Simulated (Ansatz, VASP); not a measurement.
One calculation of Cu, two programs

```
Cu
1.0
     0.00000    1.74778    1.74778
     1.74778    0.00000    1.74778
     1.74778    1.74778    0.00000
Cu
1
Direct
  0.00000 0.00000 0.00000
```

Alike in both runs: functional PBE; k mesh 20 × 20 × 20; occupations gaussian, width 0.1 eV; no spin polarisation.

Ansatz relaxed the structure, and its values are those at the end. VASP's run is a single point on that final structure, the one shown.

```csv
,VASP,Ansatz
version,VASP 6.6.1,Ansatz 0.2.0
potentials or method,"VASP PAW PBE potentials, release 64 (Cu), cutoff 520 eV","scalar-relativistic, all-electron LAPW"
```

```tsv
	VASP	Ansatz	Ansatz less VASP
gap on the k mesh at the Fermi level (eV)	none	none	-
pressure (GPa)	21.7	21.1	-0.55
```

A gap of «none» marks a metal or a gap that the smearing closes. Ansatz ran all-electron here, so the differences hold the error of VASP's frozen core and of both bases.

Caveats: so large a pressure means that the cell lies far from this level's equilibrium, or that cutoff or potentials fall short (VASP).
